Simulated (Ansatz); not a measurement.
Crystal: CuI (Marshite).

```xyz
2
Lattice="0.0000 3.0315 3.0315 3.0315 0.0000 3.0315 3.0315 3.0315 0.0000" Properties=species:S:1:pos:R:3 pbc="T T T"
I     0.0000    0.0000    0.0000
Cu    4.5473    4.5473    4.5473
```

Base run:

| Item | Value |
| --- | --- |
| Program | Ansatz 0.2.0 |
| Functional | PBE |
| Potentials or basis | all-electron PAW datasets made for the crystal |
| Cutoff | 220 eV |
| Density cutoff | 1100 eV |
| k mesh | 6 × 6 × 6 |
| Occupations | fermi-dirac, width 0.05 eV |
| Spin | no spin polarisation |

Its results: band gap on the k mesh 1.12 eV, direct.

Question: The run is repeated on the same cell with these changes: functional from PBE to HSE06; cutoff from 220 eV to 290 eV; density cutoff from 1100 eV to 1160 eV. What comes out?

Answer: Band gap on the k mesh 2.63 eV, direct.

HSE06 gives the wider gap, since exact exchange removes part of the self-interaction.

Caveats: spin-orbit coupling is left out, which moves the levels of the heavy elements.

A k mesh can miss the band edges.

Not every run made on this cell is shown here.
